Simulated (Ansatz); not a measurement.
W: strain energy, fitted

W, Im-3m, a = 3.154 Å. Ansatz: PBEsol, PAW, 420 eV, Γ-centred 16×16×16 mesh on 2 atoms, Gaussian smearing 0.10 eV; no spin polarisation. Series: equal strain along all axes, cell held, atoms fixed by symmetry; x is the strain in per cent. y is the free energy over the unstrained cell, V0 = 15.692 Å³/atom.

```
x (%) y (meV/atom)
 -3.0             ?
 -2.0         60.30
 -1.0         14.51
  0.0          0.00
  1.0         13.98
  2.0         53.82
  3.0        117.05
```

Problem. Fit y = c2 x² + c3 x³ to the other rows, turn c2 into a modulus, and predict the missing energy.

Solution. Least squares on the rows shown. y = 14.251 x² − 0.41319 x³. In eV per unit strain² c2 is 142.5; the stiffness is B for this strain (E = 9/2 B V0 ε², shape held): 2 × 142.5 × 160.2 / (9 × 15.692) = 323 GPa. At x = -3.0 the fit asked for gives 139.42 meV/atom. The run gave 140.24 meV/atom, so the fit is 0.82 meV/atom too low, 0.58 % of the span of the series, against an rms of 0.11 meV/atom on the fitted rows. The row lies outside the fitted range. With a term in x⁴ added, a fit to the same known rows predicts 138.87 meV/atom, further off still.

Spin–orbit coupling is left out, which can shift energies with elements as heavy as these.